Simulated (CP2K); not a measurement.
Input of a CP2K 2026.2 run:

w_bands.inp

```
&GLOBAL
  PROJECT w_bands
  RUN_TYPE ENERGY_FORCE
  PRINT_LEVEL LOW
&END GLOBAL
&FORCE_EVAL
  METHOD QS
  STRESS_TENSOR ANALYTICAL
  &DFT
    BASIS_SET_FILE_NAME BASIS_MOLOPT_UZH
    POTENTIAL_FILE_NAME GTH_POTENTIALS
    &MGRID
      CUTOFF 450
      REL_CUTOFF 60
      NGRIDS 5
    &END MGRID
    &QS
      METHOD GPW
      EPS_DEFAULT 1.0E-9
    &END QS
    &KPOINTS
      SCHEME MONKHORST-PACK 12 12 12
      GAMMA_CENTERED T
      SYMMETRY T
      SYMMETRY_BACKEND SPGLIB
    &END KPOINTS
    &SCF
      SCF_GUESS ATOMIC
      EPS_SCF 1.0E-6
      MAX_SCF 100
      ADDED_MOS 11
      CHOLESKY OFF
      EPS_EIGVAL 1.0E-7
      &DIAGONALIZATION ON
        ALGORITHM STANDARD
      &END DIAGONALIZATION
      &MIXING ON
        METHOD BROYDEN_MIXING
        ALPHA 0.4
        BETA 1.5
        NBUFFER 8
      &END MIXING
      &SMEAR ON
        METHOD FERMI_DIRAC
        ELECTRONIC_TEMPERATURE [K] 300.557
      &END SMEAR
    &END SCF
    &XC
      &XC_FUNCTIONAL
        &LDA_X
        &END LDA_X
        &LDA_C_PW
        &END LDA_C_PW
      &END XC_FUNCTIONAL
    &END XC
    &PRINT
      &KPOINTS ON
      &END KPOINTS
      &MULLIKEN ON
      &END MULLIKEN
      &MO ON
        ENERGIES T
        OCCUPATION_NUMBERS T
        &EACH
          QS_SCF 0
        &END EACH
        ADD_LAST NUMERIC
      &END MO
      &LOWDIN ON
      &END LOWDIN
      &HIRSHFELD ON
        SHAPE_FUNCTION DENSITY
      &END HIRSHFELD
      &BAND_STRUCTURE
        FILE_NAME bands.bs
        ADDED_MOS 6
        &KPOINT_SET
          UNITS B_VECTOR
          NPOINTS 6
          SPECIAL_POINT GAMMA 0.00000000 0.00000000 0.00000000
          SPECIAL_POINT H 0.50000000 -0.50000000 0.50000000
          SPECIAL_POINT N 0.00000000 0.00000000 0.50000000
          SPECIAL_POINT GAMMA 0.00000000 0.00000000 0.00000000
          SPECIAL_POINT P 0.25000000 0.25000000 0.25000000
          SPECIAL_POINT H 0.50000000 -0.50000000 0.50000000
        &END KPOINT_SET
        &KPOINT_SET
          UNITS B_VECTOR
          NPOINTS 6
          SPECIAL_POINT P 0.25000000 0.25000000 0.25000000
          SPECIAL_POINT N 0.00000000 0.00000000 0.50000000
        &END KPOINT_SET
      &END BAND_STRUCTURE
    &END PRINT
  &END DFT
  &SUBSYS
    &CELL
      ABC 2.7407019351 2.7407019351 2.7407019351
      ALPHA_BETA_GAMMA 109.4712206334 109.4712206344 109.4712206344
      PERIODIC XYZ
    &END CELL
    &COORD
      SCALED
      W   0.0000000000 0.0000000000 0.0000000000
    &END COORD
    &KIND W
      BASIS_SET TZVP-MOLOPT-PBE-GTH-q14
      POTENTIAL GTH-PADE-q14
    &END KIND
    &PRINT
      &ATOMIC_COORDINATES ON
      &END ATOMIC_COORDINATES
      &CELL ON
      &END CELL
    &END PRINT
  &END SUBSYS
  &PRINT
    &FORCES ON
    &END FORCES
    &STRESS_TENSOR ON
    &END STRESS_TENSOR
  &END PRINT
&END FORCE_EVAL
```

Potentials or basis: GTH_POTENTIALS W GTH-PADE-q14; TZVP-MOLOPT-PBE-GTH basis.

The run is started by

```sh
$ OMP_NUM_THREADS=2 cp2k.psmp -i w_bands.inp -o w_bands.out
```

Q: What does it give for the pressure?

A: -67.8 GPa.

Q: Predict the band gap on the k mesh.

A: None (metal or under the smearing width).

Levels at the corners of the path, in eV from the Fermi level:
```
point  band 5  band 6  band 7  band 8  band 9  band 10
    Γ   -9.96   -1.39   -1.39   -1.39    2.25     2.26
    H   -6.08   -6.08    5.25    5.25    5.26     8.62
    N   -6.34   -3.79    1.02    2.03    3.07     6.11
    Γ   -9.96   -1.39   -1.39   -1.39    2.25     2.26
    P   -2.55   -2.55   -2.55    3.17    3.19     6.28
    H   -6.08   -6.08    5.25    5.25    5.26     8.62
    P   -2.55   -2.55   -2.55    3.17    3.19     6.28
    N   -6.34   -3.79    1.02    2.03    3.07     6.11
```

Caveat: a pressure of tens of GPa on the cell as given is suspect, and the run, the potentials or the cell itself is likely at fault; spin-orbit coupling is left out, which moves the levels of the heavy elements; the basis of atomic orbitals isn't converged, which shifts pressures, moduli and gaps; the real-space grid breaks the cell's symmetry a little.
